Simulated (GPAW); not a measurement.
The system is YN.

```
CELL_PARAMETERS angstrom
0.00000 2.43850 2.43850
2.43850 0.00000 2.43850
2.43850 2.43850 0.00000
ATOMIC_POSITIONS crystal
Y 0.00000 0.00000 0.00000
N 0.50000 0.50000 0.50000
```

Base run:

- Program: GPAW 26.7.0
- Functional: PBEsol
- Potentials or basis: PAW data sets generated in the run's folder for this functional
- Cutoff: 800 eV
- Basis: pw
- k mesh: 9 × 9 × 9
- Occupations: fermi-dirac, width 0.05 eV
- Spin: no spin polarisation
- Hubbard terms: Y d U = 2 eV

Its results: band gap on the k mesh 0.54 eV, indirect (least direct gap 0.97 eV); pressure 2.4 GPa.

Task: The run is repeated on the same cell with these changes: hubbard terms from Y d U = 2 eV to Y d U = 4 eV. What comes out?

Result: Band gap on the k mesh 0.92 eV, indirect (least direct gap 1.38 eV); pressure 8.1 GPa.

A k mesh can miss the band edges.
